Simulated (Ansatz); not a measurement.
The cell is COD entry 1000050, as deposited and not checked against the literature; nothing was relaxed. The listed cell was then made from it by scaling, straining or moving an atom.

An input for KCl: DFT, PBEsol, all-electron PAW with datasets made for the crystal, scalar-relativistic (Ansatz 0.2.0).

Command: `ansatz run input.yaml --threads 1 --pin off --max-ram 3072MiB --backend cpu --events-out ev --progress --plain --runs-dir out` The run took 3.6 s on 1 thread of Arm Neoverse V2, with other jobs on the host, peak memory 0.36 GiB.

```yaml
crystal:
  lattice:
    - [3.70668, 0.0, 0.0]
    - [0.0, 3.70668, 0.0]
    - [0.0, 0.0, 3.634]
  atoms:
    - { symbol: K, position: [0.0, 0.0, 0.0] }
    - { symbol: Cl, position: [0.5, 0.5, 0.5] }
kpoints:
  mp_grid: { grid: [7, 7, 7] }
scf:
  occupations: { method: fermi_dirac, width: 0.02 }
hamiltonian:
  xc: pbesol
  pseudopotentials: { kind: all_electron, datasets: crystal }
output:
  forces: true
  stress: true
  eigenvalues: true
  efg: { contact_densities: true }
```

Set-up and iterations as logged by Ansatz (the results part is left out, to be predicted):

```
hamiltonian.pseudopotentials.datasets: crystal makes datasets for this crystal and solves the spheres of its atoms anew in each pass: cutoff 260.0 eV, the density's 1040.0 eV; for an error of 0.50 meV an atom under PBE, 1.0 meV for the cell; an energy difference from a run of another recipe may be off by several times the error for the cell, under r2SCAN by more, where some 0.1 meV an atom stays at smaller errors; Cl in spheres of 1.376 Å, 7 of its electrons in bands; K in spheres of 1.376 Å, 9 of its electrons in bands
Engine: ansatz 0.2.0
Pseudopotentials: kind: all_electron
Pseudopotential: K, paw, valence charge 9, recommended cutoff 260 eV (normal), Koelling and Harmon's equation, gaussian nucleus
Pseudopotential: Cl, paw, valence charge 7, recommended cutoff 260 eV (normal), Koelling and Harmon's equation, gaussian nucleus
Functional definition: PBEsol
  exchange = pbesol_x
  correlation = pbesol_c
Crystal: 2 atoms, lattice volume = 49.929 Å³
Basis set: ecut = 260 eV, 461 PW (Γ), exchange–correlation on 40×40×40 points (8 copies of the dense FFT grid, shifted against one another)
Bands: 12, of which v1, the nominal top of the filled ones, is band 8 counted from 1 (7 counted from 0)
Symmetry: 16 space group operations
Space group: P4/mmm (ITA 123), of the structure as read, at distance tolerance 3.7e-5 Å
k-points: 40 of 343
Non-local potential: K, projectors of the file, l = 0: 2, l = 1: 2, l = 2: 2
Non-local potential: Cl, projectors of the file, l = 0: 1, l = 1: 1
PAW form: soft (Blöchl's): semilocal exchange-correlation on the pseudo side does not see the compensation charge
PAW one-centre angular grid: K, 110 points (default); XC on its mesh's 1971 points in the sphere
PAW one-centre angular grid: Cl, 110 points (default); XC on its mesh's 1981 points in the sphere
Initial density: superposition of atomic densities (neutral atoms: chi_scale 0, normalization atom)
Initial wavefunctions: pseudopotential atomic-orbital guess
Functional: x = pbesol(κ = 0.804, μ = 0.12345679012345678), c = pbesol(β = 0.046)
iter 1 solved again at ethr=5.13e-3 eV; its pass at ethr=1.00e-1 eV (dr2=8.21e-1 eV) is discarded
SCF iter   1: F=—  HF=-28906.285990 eV  |F-HF|=—  |Δ(HF+E_count)|=         —  Δρ=2.53e-2  dr2=7.86e-1  ethr=5.13e-3  ⟨swp⟩=5.1  Hψ=2854  notcnv=0
iter 2 solved again at ethr=3.07e-4 eV; its pass at ethr=4.91e-3 eV (dr2=4.92e-2 eV) is discarded
SCF iter   2: F=—  HF=-28906.017240 eV  |F-HF|=—  |Δ(HF+E_count)|=   2.69e-1  Δρ=1.14e-2  dr2=4.91e-2  ethr=3.07e-4  ⟨swp⟩=3.0  Hψ=2577  notcnv=0  defer=7
SCF iter   3: F=—  HF=-28906.013230 eV  |F-HF|=—  |Δ(HF+E_count)|=   4.01e-3  Δρ=4.41e-3  dr2=8.77e-3  ethr=3.07e-4  ⟨swp⟩=2.5  Hψ=982  notcnv=0  defer=4
SCF iter   4: F=—  HF=-28906.015002 eV  |F-HF|=—  |Δ(HF+E_count)|=   1.77e-3  Δρ=6.87e-4  dr2=3.52e-4  ethr=5.48e-5  ⟨swp⟩=4.5  Hψ=1265  notcnv=0  defer=30
SCF iter   5: F=—  HF=-28906.015600 eV  |F-HF|=—  |Δ(HF+E_count)|=   5.99e-4  Δρ=2.07e-4  dr2=1.26e-5  ethr=2.20e-6  ⟨swp⟩=4.0  Hψ=1512  notcnv=0  defer=22
SCF iter   6: F=—  HF=-28906.015588 eV  |F-HF|=—  |Δ(HF+E_count)|=   1.20e-5  Δρ=4.92e-5  dr2=9.19e-7  ethr=7.87e-8  ⟨swp⟩=3.3  Hψ=1159  notcnv=0  defer=10
SCF iter   7: F=-28906.015589 eV  HF=-28906.015589 eV  |F-HF|=9.88e-9  |Δ(HF+E_count)|=   1.49e-7  Δρ=9.42e-6  dr2=3.30e-8  ethr=5.74e-9  ⟨swp⟩=3.3  Hψ=983  notcnv=0  defer=7
```

Task: What pressure will this run report?

Result: 1.10 GPa (positive in compression).
